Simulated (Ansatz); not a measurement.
Be2C in the antifluorite structure, relaxed with r2SCAN: it is cubic, Fm-3m (No. 225); a = 4.321 Å in the conventional setting, 6.72 Å³ an atom. C has 8 Be at 1.87 Å; Be has 4 C at 1.87 Å. One-shot G0W0@PBE in the PAW code Ansatz on a 6×6×6 mesh (contour deformation, no spin-orbit coupling), from a PBE gap of 1.171 eV over the mesh points (the G0W0 gap is indirect on the mesh); the number N of bands summed and the screening cutoff rise together. The values are computed, spin-unpolarised, and not measurements.

```tsv
N	cutoff (eV)	1000/N	G0W0 gap (eV)
49	100	20.408	1.798
114	180	8.772	1.965
```

Q: Lay a straight line in 1000/N through these rows.

A: The slope is -0.0144 eV per unit of 1000/N and the intercept 2.091 eV.

Q: Predict the gap at N = 218 (260 eV).

A: 2.091 + (-0.0144) × 4.587 = 2.025 eV; the run gives 2.027 eV, +0.002 eV from the line.

Q: With that run's result added, what limit do the last two rows suggest?

A: Their slope is (2.027 − 1.965)/(4.587 − 8.772) = -0.0148, which meets 1/N = 0 at 2.09 eV, against 2.091 eV from the first line. The two lines nearly agree; the k mesh isn't extrapolated.
